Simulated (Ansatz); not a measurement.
Relaxed CsI (CsCl type):

```xyz
4
Lattice="9.3338 0.0000 0.0000 0.0000 4.6669 0.0000 0.0000 0.0000 4.6669" Properties=species:S:1:pos:R:3 pbc="T T T"
Cs     0.0000     0.0000     0.0000
Cs     4.6669     0.0000     0.0000
I      2.3335     2.3335     2.3335
I      7.0004     2.3335     2.3335
```

The atoms are displaced by Q × the pattern below (from a DFPT mode at X = (0.5, 0.0, 0.0), largest move 1; Q in Å), at fixed cell. It is one choice among 2 degenerate patterns. (q is in reciprocal vectors of the primitive cell; the cell shown is doubled to hold the pattern.)

```json
[
 {"atom": "Cs1", "x": "0.000", "y": "0.000", "z": "1.000"},
 {"atom": "Cs2", "x": "0.000", "y": "0.000", "z": "-1.000"}
]
```

Atoms not listed stay in place.

Computed with PBE (plane waves to 420 eV, PAW, scalar-relativistic; Ansatz, a first-principles code). k mesh 4×7×7 (Γ-centred), Fermi-Dirac smearing 0.05 eV. CsI was relaxed with its symmetry unable to fall. Spin-orbit coupling is left out, though I is heavy. 

```csv
Q (Å),−dE/dQ from forces (eV/Å)
-0.180,0.162
-0.150,0.135
-0.120,0.107
-0.090,0.080
-0.060,0.053
-0.030,0.027
0.000,0.000
0.030,-0.027
0.060,-0.053
0.090,-0.080
0.120,-0.107
0.150,-0.135
0.180,-0.162
```

What harmonic wavenumber does the curvature at Q = 0 give?

30 cm⁻¹. E″ = 0.88 eV/Å², M = Σ mᵢ|uᵢ|² = 265.8 u, ν̃ = 521.5·√(|E″|/M).

(A displaced cell: forces are minus the slopes of the energy, force constants its curvatures, and phonons follow from these.)
